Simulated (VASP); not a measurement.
# PbSe (Clausthalite) (Fm-3m) in VASP: further runs

Runs on PbSe (Clausthalite). Level: PBE. Tasks: single point.

Program: VASP 6.6.1. These are calculated values, not measurements. Logs are shortened: lines on timing, memory, paths and dates and some standing lists are left out, and cuts for length are marked.

**Measured values to compare with.**

From a printed reference work, monograph, for a bulk crystal of PbSe at 300 K: band gap 0.28 eV (direct).

How close the calculation comes is told below.

### Step 1. The cell of the first run

Symmetry: Fm-3m, No. 225, cubic system. Conventional cell: a = 6.121 Å, b = 6.121 Å, c = 6.121 Å, α = 90.00°, β = 90.00°, γ = 90.00°. Within 4.0 Å of Pb (site symmetry m-3m) lie 6 Se at 3.06 Å. Se (site symmetry m-3m) has 6 Pb at 3.06 Å within 4.0 Å.

### Step 2. Single point, PBE

The input, INCAR:

```
SYSTEM = PbSe
PREC = Accurate ; ENCUT = 500
EDIFF = 1E-6 ; ISMEAR = 0
SIGMA = 0.01 ; LREAL = .FALSE.
LASPH = .TRUE. ; NELM = 120
ALGO = Normal ; ISIF = 2
LWAVE = .FALSE. ; LCHARG = .FALSE.
GGA = PE ; NBANDS = 17
GGA_COMPAT = .FALSE.
```

The input, KPOINTS:

```
Automatic mesh
0
G
  4 4 4
  0 0 0
```

The input, POSCAR:

```
PbSe
1.0
    0.0000000000      3.0606500000      3.0606500000
    3.0606500000      0.0000000000      3.0606500000
    3.0606500000      3.0606500000      0.0000000000
Pb Se
1 1
Direct
    0.0000000000      0.0000000000      0.0000000000
    0.5000000000      0.5000000000      0.5000000000
```

Potentials or basis: VASP PAW PBE potentials, release 64 (Pb_d, Se).

The run is started by

```
$ cat potpaw_PBE.64/Pb_d/POTCAR potpaw_PBE.64/Se/POTCAR > POTCAR
$ mpirun -np 1 vasp_std > vasp.out
```

OUTCAR:

```text
SYSTEM = PbSe
   PREC = Accurate
   ENCUT = 500
   EDIFF = 1E-6
   ISMEAR = 0
   LREAL = .FALSE.
   LASPH = .TRUE.
   NELM = 120
   ISIF = 2
   GGA = PE

 ion  position               nearest neighbor table
   1  0.000  0.000  0.000-   2 3.06   2 3.06   2 3.06   2 3.06   2 3.06   2 3.06
   2  0.500  0.500  0.500-   1 3.06   1 3.06   1 3.06   1 3.06   1 3.06   1 3.06

  LATTYP: Found a face centered cubic cell.
 ALAT       =     6.1213000000

  Lattice vectors:

 A1 = (   0.0000000000,   3.0606500000,   3.0606500000)
 A2 = (   3.0606500000,   0.0000000000,   3.0606500000)
 A3 = (   3.0606500000,   3.0606500000,   0.0000000000)

Analysis of symmetry for initial positions (statically):
=====================================================================
 Subroutine PRICEL returns:
 Original cell was already a primitive cell.

 Routine SETGRP: Setting up the symmetry group for a
 face centered cubic supercell.

 Subroutine GETGRP returns: Found 48 space group operations
 (whereof 48 operations were pure point group operations)
 out of a pool of 48 trial point group operations.

The static configuration has the point symmetry O_h .

Analysis of symmetry for dynamics (positions and initial velocities):
=====================================================================
 Subroutine PRICEL returns:
 Original cell was already a primitive cell.

 Routine SETGRP: Setting up the symmetry group for a
 face centered cubic supercell.

 Subroutine GETGRP returns: Found 48 space group operations
 (whereof 48 operations were pure point group operations)
 out of a pool of 48 trial point group operations.

The dynamic configuration has the point symmetry O_h .

 Subroutine INISYM returns: Found 48 space group operations
 (whereof 48 operations are pure point group operations),
 and found     1 'primitive' translations

----------------------------------------------------------------------------------------

                                     Primitive cell

  volume of cell :      57.3418

  direct lattice vectors                    reciprocal lattice vectors
     0.000000000  3.060650000  3.060650000    -0.163363991  0.163363991  0.163363991
     3.060650000  0.000000000  3.060650000     0.163363991 -0.163363991  0.163363991
     3.060650000  3.060650000  0.000000000     0.163363991  0.163363991 -0.163363991

  length of vectors
     4.328412740  4.328412740  4.328412740     0.282954733  0.282954733  0.282954733

  position of ions in fractional coordinates (direct lattice)
     0.000000000  0.000000000  0.000000000
     0.500000000  0.500000000  0.500000000

  ion indices of the primitive-cell ions
   primitive index   ion index
                 1           1
                 2           2

----------------------------------------------------------------------------------------

 KPOINTS: Automatic mesh

Automatic generation of k-mesh.
 Grid dimensions read from file:
 generate k-points for:    4    4    4

 Generating k-lattice:

  Cartesian coordinates                     Fractional coordinates (reciprocal lattice)
    -0.040840998  0.040840998  0.040840998     0.250000000  0.000000000  0.000000000
     0.040840998 -0.040840998  0.040840998     0.000000000  0.250000000  0.000000000
     0.040840998  0.040840998 -0.040840998     0.000000000  0.000000000  0.250000000

  Length of vectors
     0.070738683  0.070738683  0.070738683

  Shift w.r.t. Gamma in fractional coordinates (k-lattice)
     0.000000000  0.000000000  0.000000000

 Subroutine IBZKPT returns following result:
 ===========================================

 Found      8 irreducible k-points:

 Following reciprocal coordinates:
            Coordinates               Weight
  0.000000  0.000000  0.000000      1.000000
  0.250000  0.000000  0.000000      8.000000
  0.500000  0.000000  0.000000      4.000000
  0.250000  0.250000  0.000000      6.000000
  0.500000  0.250000  0.000000     24.000000
 -0.250000  0.250000  0.000000     12.000000
  0.500000  0.500000  0.000000      3.000000
 -0.250000  0.500000  0.250000      6.000000
   k-points           NKPTS =      8   k-points in BZ     NKDIM =      8   number of bands    NBANDS=     17
   number of dos      NEDOS =    301   number of ions     NIONS =      2
   total plane-waves  NPLWV =  32768
   dimension x,y,z NGX =    32 NGY =   32 NGZ =   32
   dimension x,y,z NGXF=    64 NGYF=   64 NGZF=   64
   ions per type =               1   1
   NGX,Y,Z   is equivalent  to a cutoff of  12.29, 12.29, 12.29 a.u.
   NGXF,Y,Z  is equivalent  to a cutoff of  24.58, 24.58, 24.58 a.u.
 SYSTEM =  PbSe
   PREC   = accura    normal or accurate (medium, high low for compatibility)
   ISTART =      0    job   : 0-new  1-cont  2-samecut
   ICHARG =      2    charge: 1-file 2-atom 10-const
   ISPIN  =      1    spin polarized calculation?
   LNONCOLLINEAR =      F non collinear calculations
   LSORBIT =      F    spin-orbit coupling
   LASPH  =      T    aspherical Exc in radial PAW
   ENCUT  =  500.0 eV  36.75 Ry    6.06 a.u.   7.89  7.89  7.89*2*pi/ulx,y,z
   NELM   =    120;   NELMIN=  2; NELMDL= -5     # of ELM steps
   EDIFF  = 0.1E-05   stopping-criterion for ELM
   LREAL  =      F    real-space projection
   EDIFFG = 0.1E-04   stopping-criterion for IOM
   NSW    =      0    number of steps for IOM
   IBRION =     -1    ionic relax: 0-MD 1-quasi-New 2-CG
   NFREE  =      0    steps in history (QN), initial steepest desc. (CG)
   ISIF   =      2    stress and relaxation
   ISYM   =      2    0-nonsym 1-usesym 2-fastsym
   POTIM  = 0.5000    time-step for ionic-motion
   TEBEG  =    0.0;   TEEND  =   0.0 temperature during run
   PSTRESS=    0.0 pullay stress
   NELECT =      20.0000    total number of electrons
   NUPDOWN=      -1.0000    fix difference up-down
   EMIN   =  10.00;   EMAX   =-10.00  energy-range for DOS
   EFERMI =   0.00;   METHOD = LEGACY
   ISMEAR =     0;   SIGMA  =   0.01  broadening in eV -4-tet -1-fermi 0-gaus
   EFERMI_NEDOS =   21; number of points for ismear=-14 and -15
   IALGO  =     38    algorithm
   IMIX   =      4    mixing-type and parameters
     AMIX     =   0.40;   BMIX     =  1.00
     AMIX_MAG =   1.60;   BMIX_MAG =  1.00
  volume/ion in A,a.u.               =      28.67       193.48
  Fermi-wavevector in a.u.,A,eV,Ry     =   1.152377  2.177676 18.068159  1.327972
  Thomas-Fermi vector in A             =   2.289028
   LORBIT       =      0    0 simple, 1 ext, 2 COOP (PROOUT), +10 PAW based schemes
   GGA     = PE    functional components
   LHFCALC =     F    Hartree Fock is set to
   AEXX    =    0.0000 exact exchange contribution
   IVDW    =     0    specifies the selected vdW correction
   LEPSILON=     F    determine dielectric tensor
   LRPA    =     F    only Hartree local field effects (RPA)
 non-spin polarized calculation
 Gauss-broadening in eV      SIGMA  =   0.01
  energy-cutoff  :      500.00
  volume of cell :       57.34
 maximum number of plane-waves:      1475
   NGX = 15   NGY = 15   NGZ = 15

 number of electron      20.0000000 magnetization

 Free energy of the ion-electron system (eV)
  ---------------------------------------------------
  ext. energy  EPLUGINS =         0.00000000
  ---------------------------------------------------
  free energy    TOTEN  =        -8.16842481 eV

  energy without entropy =       -8.16842481  energy(sigma->0) =       -8.16842481

 E-fermi :   5.1109     XC(G=0):  -9.5337

 val. band max:        5.0657000257   @ k =   0.5000   0.0000   0.0000
 cond. band min:       5.3574334674   @ k =   0.5000   0.0000   0.0000
 fundamental gap:      0.2917334418
 Fermi energy:         5.1108826201

 k-point     1 :       0.0000    0.0000    0.0000
  band No.  band energies     occupation
      1     -11.7703      2.00000
      2     -11.7703      2.00000
      3     -11.7703      2.00000
      4     -11.7667      2.00000
      5     -11.7667      2.00000
      6      -8.5290      2.00000
      7      -1.2386      2.00000
      8       3.1871      2.00000
      9       3.1871      2.00000
     10       3.1871      2.00000
     11       9.7790      0.00000
     12       9.7790      0.00000
     13       9.7790      0.00000
     14      11.5828      0.00000
     15      11.5828      0.00000
     16      11.5828      0.00000
     17      13.2320      0.00000

 k-point     2 :       0.2500    0.0000    0.0000
  band No.  band energies     occupation
      1     -11.7795      2.00000
      2     -11.7795      2.00000
      3     -11.7685      2.00000
      4     -11.7532      2.00000
      5     -11.7532      2.00000
      6      -8.0858      2.00000
      7      -2.5038      2.00000
      8       3.3479      2.00000
      9       3.3479      2.00000
     10       4.0192      2.00000
     11       7.2270      0.00000
     12       7.9802      0.00000
     13       7.9802      0.00000
     14      11.5932      0.00000
     15      12.7898      0.00000
     16      12.7898      0.00000
     17      16.2713      0.00000

 k-point     3 :       0.5000    0.0000    0.0000
  band No.  band energies     occupation
      1     -11.7916      2.00000
      2     -11.7916      2.00000
      3     -11.7673      2.00000
      4     -11.7367      2.00000
      5     -11.7367      2.00000
      6      -7.4630      2.00000
      7      -3.7375      2.00000
      8       3.5953      2.00000
      9       3.5953      2.00000
     10       5.0657      2.00000
     11       5.3574      0.00000
     12       6.7651      0.00000
     13       6.7651      0.00000
     14      13.6103      0.00000
     15      15.2204      0.00000
     16      15.2204      0.00000
     17      15.2333      0.00000

 k-point     4 :       0.2500    0.2500    0.0000
  band No.  band energies     occupation
      1     -11.8147      2.00000
      2     -11.7793      2.00000
      3     -11.7572      2.00000
      4     -11.7486      2.00000
      5     -11.7486      2.00000
      6      -7.9208      2.00000
      7      -2.3080      2.00000
      8       2.4616      2.00000
      9       2.4616      2.00000
     10       3.4319      2.00000
     11       7.4685      0.00000
     12       9.6096      0.00000
     13       9.8251      0.00000
     14       9.8251      0.00000
     15      14.5442      0.00000
     16      14.6573      0.00000
     17      14.6633      0.00000

 k-point     5 :       0.5000    0.2500    0.0000
  band No.  band energies     occupation
      1     -11.8403      2.00000
      2     -11.7711      2.00000
      3     -11.7682      2.00000
      4     -11.7419      2.00000
      5     -11.7328      2.00000
      6      -7.2909      2.00000
      7      -3.1427      2.00000
      8       1.4664      2.00000
      9       2.5037      2.00000
     10       2.9140      2.00000
     11       7.9811      0.00000
     12       8.7469      0.00000
     13       9.5006      0.00000
     14      10.9893      0.00000
     15      15.2062      0.00000
     16      15.7748      0.00000
     17      16.3857      0.00000

 k-point     6 :      -0.2500    0.2500    0.0000
  band No.  band energies     occupation
      1     -11.8055      2.00000
      2     -11.7811      2.00000
      3     -11.7595      2.00000
      4     -11.7485      2.00000
      5     -11.7469      2.00000
      6      -7.5107      2.00000
      7      -3.1693      2.00000
      8       1.5510      2.00000
      9       3.4536      2.00000
     10       4.2976      2.00000
     11       6.4514      0.00000
     12       7.2462      0.00000
     13       9.5088      0.00000
     14      13.0958      0.00000
     15      13.1563      0.00000
     16      14.5787      0.00000
     17      15.4383      0.00000

 k-point     7 :       0.5000    0.5000    0.0000
  band No.  band energies     occupation
      1     -11.8943      2.00000
      2     -11.7883      2.00000
      3     -11.7476      2.00000
      4     -11.7256      2.00000
      5     -11.7256      2.00000
      6      -7.0934      2.00000
      7      -2.3171      2.00000
      8       0.0817      2.00000
      9       1.8313      2.00000
     10       1.8313      2.00000
     11       8.7572      0.00000
     12      10.6777      0.00000
     13      10.6777      0.00000
     14      11.1126      0.00000
     15      16.3614      0.00000
     16      16.7148      0.00000
     17      17.7022      0.00000

 k-point     8 :      -0.2500    0.5000    0.2500
  band No.  band energies     occupation
      1     -11.8582      2.00000
      2     -11.7670      2.00000
      3     -11.7579      2.00000
      4     -11.7579      2.00000
      5     -11.7256      2.00000
      6      -7.0639      2.00000
      7      -2.9512      2.00000
      8       0.8355      2.00000
      9       0.8355      2.00000
     10       4.2709      2.00000
     11       6.9573      0.00000
     12      10.0139      0.00000
     13      10.0139      0.00000
     14      12.7932      0.00000
     15      12.7932      0.00000
     16      16.8647      0.00000
     17      17.7186      0.00000

------------------------ aborting loop because EDIFF is reached ----------------------------------------

  FORCE on cell =-STRESS in cart. coord.  units (eV):
  Direction    XX          YY          ZZ          XY          YZ          ZX
  --------------------------------------------------------------------------------------
  -------------------------------------------------------------------------------------
  Total        0.8661593      0.8661593      0.8661593     -0.0000000     -0.0000000     -0.0000000
  in kB       24.2012252     24.2012252     24.2012252     -0.0000000     -0.0000000     -0.0000000
  external PRESSURE =      24.2012252 kB  Pullay stress =       0.0000000 kB

 VOLUME and BASIS-vectors are now :
 -----------------------------------------------------------------------------
  energy-cutoff  :      500.00
  volume of cell :       57.34
      direct lattice vectors                 reciprocal lattice vectors
     0.000000000  3.060650000  3.060650000    -0.163363991  0.163363991  0.163363991
     3.060650000  0.000000000  3.060650000     0.163363991 -0.163363991  0.163363991
     3.060650000  3.060650000  0.000000000     0.163363991  0.163363991 -0.163363991

 POSITION                                       TOTAL-FORCE (eV/Angst)
 -----------------------------------------------------------------------------------
      0.00000      0.00000      0.00000         0.000000     -0.000000      0.000000
      3.06065      3.06065      3.06065        -0.000000      0.000000     -0.000000
 -----------------------------------------------------------------------------------
    total drift:                                0.000000     -0.000000     -0.000000

  FREE ENERGIE OF THE ION-ELECTRON SYSTEM (eV)
  ---------------------------------------------------
  free  energy   TOTEN  =        -8.1684248063 eV

  energy  without entropy=       -8.1684248063  energy(sigma->0) =       -8.16842481
```

It took 5.9 s on 1 thread of Intel Xeon Platinum 8559C (Emerald Rapids), shared host; peak memory 0.16 GiB.

Results:

```yaml
Free_energy: -8.1684 eV
Pressure: 2.4 GPa
Band_gap_on_the_k_mesh: 0.29 eV, direct
```

Caveat: the k points lie up to 0.44 Å⁻¹ apart; spin-orbit coupling is left out, which moves the levels of the heavy elements.

[end of part 1 of 2]
